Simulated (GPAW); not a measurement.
# HgTe (Coloradoite) (F-43m) in GPAW: equation of state

Aim: energy against volume of HgTe (Coloradoite) in PBEsol, for its equilibrium volume and stiffness.

Program: GPAW 26.7.0. These are calculated values, not measurements. Logs are shortened: lines on timing, memory, paths and dates and some standing lists are left out, and cuts for length are marked. The log counts tension as positive stress, the text compression.

**What was measured.**

From a printed reference work, monograph, for a bulk crystal of HgTe: bulk modulus 43 GPa.

The results are compared with them further down.

**1. The structure**

The structure is cubic, space group F-43m (No. 216). Conventional cell: a = 6.429 Å, b = 6.429 Å, c = 6.429 Å, α = 90.00°, β = 90.00°, γ = 90.00°. Hg (site symmetry -43m) is surrounded by 4 Te at 2.78 Å. Around Te (site symmetry -43m) lie 4 Hg at 2.78 Å.

**2. Equation of state, PBEsol**

Contents of run.py:

```python
from ase import Atoms
from ase.eos import EquationOfState
from ase.io import Trajectory
from ase.units import GPa
from gpaw import GPAW, PW, setup_paths

setup_paths.insert(0, '.')

atoms = Atoms(['Hg', 'Te'],
              cell=[[0.0, 3.2145, 3.2145],
                    [3.2145, 0.0, 3.2145],
                    [3.2145, 3.2145, 0.0]],
              scaled_positions=[[0.0, 0.0, 0.0],
                                [0.75, 0.75, 0.75]],
              pbc=True)

traj = Trajectory('eos.traj', 'w')
volumes, energies = [], []
for x in [0.94, 0.96, 0.98, 1.0, 1.02, 1.04, 1.06]:
    a = atoms.copy()
    a.set_cell(atoms.cell * x**(1 / 3), scale_atoms=True)
    calc = GPAW(mode=PW(600),
                xc='PBEsol',
                kpts={'size': (7, 7, 7), 'gamma': True},
                occupations={'name': 'fermi-dirac', 'width': 0.05},
                nbands=18,
                convergence={'density': 1e-05, 'energy': 1e-05},
                maxiter=150,
                txt=f'eos-{x:.2f}.txt')
    a.calc = calc
    energies.append(a.get_potential_energy(force_consistent=True))
    volumes.append(a.get_volume())
    p = -a.get_stress()[:3].mean() / GPa
    calc.write(f'eos-{x:.2f}.gpw')
    traj.write(a)
    print(f'{x:.2f} {volumes[-1]:10.4f} A^3 {energies[-1]:14.6f} eV {p:9.3f} GPa', flush=True)

v0, e0, B = EquationOfState(volumes, energies, eos='birchmurnaghan').fit()
print(f'V0 = {v0:.4f} A^3, E0 = {e0:.6f} eV, B0 = {B / GPa:.2f} GPa')
```

Potentials or basis: PAW data sets generated in the run's folder for this functional, pw.

Command:

```console
gpaw-setup -f PBEsol Hg Te
OMP_NUM_THREADS=1 python run.py
```

The log of the run:

```text
__  _  _
 | _ |_)|_||  |
 |__||  | ||/\| - 26.7.0

Input parameters:
  mode=PW(ecut=600.0),
  convergence={'density': 1e-05, 'energy': 1e-05},
  kpts=MonkhorstPack(size=(7, 7, 7), gamma=True),
  maxiter=150,
  nbands=18,
  occupations=Occupations(name='fermi-dirac', width=0.05),
  xc=XC(name='PBEsol')

Diagonalizing LCAO Hamiltonian
Converting LCAO to pw mode

                     Te

       Hg

Atoms  # Å, Bohr magnetons
|   | symbol |        x |        y |        z |    initial magnetic moments |
|---|--------|----------|----------|----------|-----------------------------|
| 0 |     Hg | 0.000000 | 0.000000 | 0.000000 | ( 0.0000,  0.0000,  0.0000) |
| 1 |     Te | 4.723319 | 4.723319 | 4.723319 | ( 0.0000,  0.0000,  0.0000) |

Unit cell  # Å
| periodic |        x |        y |        z |  lengths |    angles |
|----------|----------|----------|----------|----------|-----------|
|      yes | 0.000000 | 3.148880 | 3.148880 | 4.453188 | 60.000000 |
|      yes | 3.148880 | 0.000000 | 3.148880 | 4.453188 | 60.000000 |
|      yes | 3.148880 | 3.148880 | 0.000000 | 4.453188 | 60.000000 |

Number of symmetries: 24
Symmetry operations  # r_c * U_cc + t_c -> r_c
|    | kind |            matrix            |
|----|------|------------------------------|
|  0 |  E   |  1, 0, 0,  0, 1, 0,  0, 0, 1 |
|  1 |  σ   |  1, 0, 0,  0, 0, 1,  0, 1, 0 |
|  2 |  σ   |  1, 0,-1,  0, 1,-1,  0, 0,-1 |
|  3 |  C3  |  1, 0,-1,  0, 0,-1,  0, 1,-1 |
|  4 |  C3  |  1,-1, 0,  0,-1, 1,  0,-1, 0 |
|  5 |  σ   |  1,-1, 0,  0,-1, 0,  0,-1, 1 |
|  6 |  σ   |  0, 1, 0,  1, 0, 0,  0, 0, 1 |
|  7 |  C3  |  0, 1, 0,  0, 0, 1,  1, 0, 0 |
|  8 |  C2  |  0, 1,-1,  1, 0,-1,  0, 0,-1 |
|  9 |  S4  |  0, 1,-1,  0, 0,-1,  1, 0,-1 |
| 10 |  C3  |  0, 0, 1,  1, 0, 0,  0, 1, 0 |
| 11 |  σ   |  0, 0, 1,  0, 1, 0,  1, 0, 0 |
| 12 |  S4  |  0, 0,-1,  1, 0,-1,  0, 1,-1 |
| 13 |  C3  |  0, 0,-1,  0, 1,-1,  1, 0,-1 |
| 14 |  S4  |  0,-1, 1,  1,-1, 0,  0,-1, 0 |
| 15 |  C2  |  0,-1, 1,  0,-1, 0,  1,-1, 0 |
| 16 |  C3  |  0,-1, 0,  1,-1, 0,  0,-1, 1 |
| 17 |  S4  |  0,-1, 0,  0,-1, 1,  1,-1, 0 |
| 18 |  S4  | -1, 1, 0, -1, 0, 1, -1, 0, 0 |
| 19 |  C3  | -1, 1, 0, -1, 0, 0, -1, 0, 1 |
| 20 |  C3  | -1, 0, 1, -1, 1, 0, -1, 0, 0 |
| 21 |  S4  | -1, 0, 1, -1, 0, 0, -1, 1, 0 |
| 22 |  σ   | -1, 0, 0, -1, 1, 0, -1, 0, 1 |
| 23 |  C2  | -1, 0, 0, -1, 0, 1, -1, 1, 0 |

BZ-sampling:
  Number of BZ points: 343
  Number of IBZ points: 20

  Monkhorst-Pack size: [7, 7, 7]
  Monkhorst-Pack shift: [0, 0, 0]

K-points  # in reciprocal-cell coordinates
|     |                                coordinates |     weight |
|-----|--------------------------------------------|------------|
|   0 | (  0.00000000,   0.00000000,   0.00000000) | 0.00291545 |
|   1 | (  0.14285714,   0.14285714,   0.00000000) | 0.01749271 |
|   2 | (  0.14285714,   0.14285714,   0.14285714) | 0.02332362 |
|   3 | (  0.28571429,   0.14285714,   0.14285714) | 0.03498542 |
|   4 | (  0.28571429,   0.28571429,   0.00000000) | 0.01749271 |
|   5 | (  0.28571429,   0.28571429,   0.14285714) | 0.06997085 |
|   6 | (  0.28571429,   0.28571429,   0.28571429) | 0.02332362 |
|   7 | (  0.42857143,  -0.28571429,  -0.28571429) | 0.03498542 |
|   8 | (  0.42857143,   0.28571429,  -0.42857143) | 0.13994169 |
|   9 | (  0.42857143,   0.28571429,  -0.28571429) | 0.06997085 |
| ... |                                            |            |
|  19 | (  0.42857143,   0.42857143,   0.42857143) | 0.02332362 |

Plane wave coefficients: 2106
Cutoff: 600.0 eV

Spin-components: 1 (collinear spins)
Bands:           18
Projectors:      11
Spin-degeneracy: 2
Datatype:        complex128

Parallelization:
  kpt:    1
  domain: 1
  band:   1

Density:
  Valence electrons: 24.0
  Components: 1
  Grid points: [27 27 27]
  Charge: 0.0  # |e|

Potential:
  Grid points: [27 27 27]

species:
  Hg:
    name:    Mercury
    Z:       80.0
    valence: 18
    core:    62
    charge:  0.0  # [|e|]
    compensation charges:
      type: gauss
      rc: 0.41  # [Å]
      lmax: 2
    cutoffs:
      filter: 2.17  # [Å]
      core: 2.06  # [Å]
    projectors
    | kind |    occ | energy [eV] | rcut [Å] |
    |------|--------|-------------|----------|
    |   6s |  2.000 |      -6.832 |    1.307 |
    |   5p |  6.000 |     -66.590 |    1.291 |
    |   6p |  0.000 |      -1.002 |    1.291 |
    |   5d | 10.000 |      -9.910 |    1.302 |
    |    s |        |      20.379 |    1.307 |
    |    d |        |      17.301 |    1.302 |

    Using partial waves for Hg as LCAO basis

  Te:
    name:    Tellurium
    Z:       52.0
    valence: 6
    core:    46
    charge:  0.0  # [|e|]
    compensation charges:
      type: gauss
      rc: 0.36  # [Å]
      lmax: 2
    cutoffs:
      filter: 2.09  # [Å]
      core: 3.17  # [Å]
    projectors
    | kind |    occ | energy [eV] | rcut [Å] |
    |------|--------|-------------|----------|
    |   5s |  2.000 |     -15.132 |    1.180 |
    |   5p |  4.000 |      -5.970 |    1.196 |
    |    s |        |      12.080 |    1.180 |
    |    p |        |      21.241 |    1.196 |
    |    d |        |       0.000 |    1.238 |

    Using partial waves for Te as LCAO basis

Reference energy: -717722.197136  # eV

eigensolver:
  PPCG
  Converge bands: occupied
  niter=2

density mixing:
  MSR1-Mixer
  Pratt-step length: 0.05
  Maximum mixing coefficient: 0.75
  Old densities: 10
  SVD Regularization: 0.005
  Good broyden scale: 1.0
  Trust region scale: 1.0
  Backstep threshold: 4.0
  History deletion threshold: 6.0
  Fourier metric: weight=20.0, sigma=0.015

occupation numbers:
  Fermi-Dirac:
    width: 0.0500  # eV

poisson solver:
  ecut: 4800.0  # eV

xc functional:
  name: PBEsol with 2 nearest neighbor stencil

convergence criteria:
- Maximum integral of absolute [dens]ity change: 1e-05 electrons / valence electron
- Maximum [total energy] change in last 3 cyles: 1e-05 eV / valence electron
- Maximum integral of absolute [eigenst]ate change: 4e-08 eV^2 / valence electron
maximum number of iterations: 150

SCF iterations
|iter     | |      energy | eigst |  dens |
|---------|-|-------------|-------|-------|
|iter:   1| |   -5.302639 | -0.03 |       |
|iter:   2| |   -5.257820 | -2.04 | -1.43 |
|iter:   3| |   -5.126085 | -1.98 | -1.47 |
|iter:   4| |   -5.134831 | -2.78 | -1.88 |
|iter:   5| |   -5.140795 | -3.04 | -2.20 |
|iter:   6| |   -5.141053 | -4.49 | -3.36 |
|iter:   7| |   -5.141096 | -5.01 | -3.72 |
|iter:   8| |   -5.141096c| -6.69 | -4.30 |
|iter:   9| |   -5.141096c| -7.20 | -4.97 |
|iter:  10| |   -5.141096c| -8.00c| -5.66c|

Converged in 10 steps
Energy contributions relative to reference atoms: (reference = -717722.197136)

Energy contributions:
  Kinetic:          35.187869
  Coulomb:         -29.141518
  Zero:             -2.060287
  External:          0.000000
  Xc:               -9.126846
  Entropy:          -0.000630
  Spinorbit:         0.000000
  ----------------------------
  Free energy:      -5.141411
  Extrapolated:     -5.141096

dipole moment: (-16.996753, -16.996753, -16.996753)  # |e|*Ang

Fermi level: 5.374
Eigenvalues  # (at kpt = [0.000, 0.000, 0.000])
| band index |      eig [eV] | occ [0-2] |
|------------|---------------|-----------|
|          0 |       -58.496 |     2.000 |
|        ... |               |           |
|          5 |        -2.602 |     2.000 |
|          6 |        -2.602 |     2.000 |
|          7 |        -1.994 |     2.000 |
|          8 |        -1.994 |     2.000 |
|          9 |         4.839 |     2.000 |
|         10 |         5.337 |     1.359 |
|         11 |         5.337 |     1.359 |
|         12 |         5.337 |     1.359 |
|         13 |         9.402 |     0.000 |
|         14 |         9.402 |     0.000 |
|         15 |         9.402 |     0.000 |
|         16 |        11.677 |     0.000 |
|         17 |        15.098 |     0.000 |

No gap
No difference between direct/indirect transitions

Stress tensor  # eV/Ang^3
|         x |         y |         z |
|-----------|-----------|-----------|
| -0.033707 | -0.000000 |  0.000000 |
| -0.000000 | -0.033707 |  0.000000 |
|  0.000000 |  0.000000 | -0.033707 |

# Writing to eos-0.94.gpw (mode='')
```

It took 2.3 min on 1 thread of Arm Neoverse V1, shared host; peak memory 0.28 GiB.

What came out:

- Equilibrium volume: 34.50 Å³/atom
- Bulk modulus: 42 GPa
- Pressure derivative of the bulk modulus: 5.1

Energy against volume, from the lowest point:
```csv
volume (Å³/atom),energy (meV/atom)
31.223,50.09
31.887,30.49
32.551,16.26
33.215,6.77
33.880,1.51
34.544,0.00
35.208,1.84
```

The run has no spin-orbit coupling, so splittings on Hg, Te are missing.

**3. Comparison with measurements**

Step 2. Against the measured bulk modulus of HgTe, 43 GPa (a printed reference work, monograph), the calculated 42 GPa is off by -2.0 %. The fit is for a static lattice scaled at fixed shape and fixed fractional positions.
